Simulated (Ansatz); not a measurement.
Space group P6/mmm (No. 191). a = 5.240 Å, b = 5.240 Å, c = 2.904 Å, α = 90.00°, β = 90.00°, γ = 120.00°
```json
{"atom": "Ta", "site": "1a", "symmetry": "6/mmm", "x": "0.0000", "y": "0.0000", "z": "0.0000"}
{"atom": "Ta", "site": "2d", "symmetry": "-6m2", "x": "0.3333", "y": "0.6667", "z": "0.5000"}
{"atom": "N", "site": "3f", "symmetry": "mmm", "x": "0.5000", "y": "0.0000", "z": "0.0000"}
```

Equation of state of this TaN structure (not necessarily the ground state), with shape and atoms relaxed at each volume where symmetry leaves them free. It has no gap at any of these volumes. Method: DFT r2SCAN, scalar-relativistic, plane waves, PAW (Ansatz 0.2.0).

Settings: cutoff 500 eV, Γ-centred mesh 9×9×12 on the computed 6-atom cell, Gaussian smearing of 0.10 eV; no spin polarisation.

```json
{"V (Å³/atom)": "10.819", "E − E(largest V) (meV/atom)": "8.23", "P (GPa)": "20.92"}
{"V (Å³/atom)": "11.164", "E − E(largest V) (meV/atom)": "-24.51", "P (GPa)": "9.66"}
{"V (Å³/atom)": "11.509", "E − E(largest V) (meV/atom)": "-34.74", "P (GPa)": "0.02"}
{"V (Å³/atom)": "11.854", "E − E(largest V) (meV/atom)": "-25.65", "P (GPa)": "-8.28"}
{"V (Å³/atom)": "12.200", "E − E(largest V) (meV/atom)": "0.00", "P (GPa)": "-15.37"}
```

**Question.** Fit a third-order Birch–Murnaghan equation to E(V).

**Answer.** V0 = 11.51 Å³/atom, B0 = 298 GPa, B0' = 4.1.

Spin-orbit coupling is left out, which matters for the bands of heavy elements.

This form isn't the usual stable structure of the compound.

Cost: 5 runs of about 9.3 core-minutes in all, on Arm Neoverse V1 (shared hosts).